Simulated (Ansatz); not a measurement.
Crystal: NiO2.

```
Ni O
1.0
     2.79878    0.00000    0.00000
    -1.39939    2.42382    0.00000
     0.00000    0.00000    4.61827
Ni O
1 2
Direct
  0.00000 0.00000 0.50000
  0.33333 0.66667 0.29396
  0.66667 0.33333 0.70604
```

The cell comes from a database or a generator and needn't be the stable form of this composition.

Base run:

- Program: Ansatz 0.2.0
- Functional: LDA
- Potentials or basis: Ansatz PAW
- Cutoff: 420 eV (not typed: the program's choice for these potentials)
- k mesh: 11 × 11 × 6
- Occupations: fermi-dirac, width 0.05 eV
- Spin: collinear spin, ferromagnetic start
- Starting moments: [1.0, 0.0, 0.0] μB

Its results: band gap on the k mesh 0.81 eV, indirect (least direct gap 1.09 eV); pressure -11.3 GPa; net moment 0.00 μB per cell; largest force 0.874 eV/Å.

Problem. The run is repeated on the same cell with these changes: functional from LDA to PBEsol. What comes out?

Solution. Band gap on the k mesh 0.89 eV, indirect (least direct gap 1.15 eV); pressure -4.6 GPa; net moment 0.00 μB per cell; largest force 0.475 eV/Å.

PBEsol binds less tightly than LDA, so the same cell stands under more pressure.

Caveats: the PAW data sets come from PBE, with cores solved anew for the run's functional, which leaves a small shift of forces and pressure; the starting moments weren't kept.

A k mesh can miss the band edges.
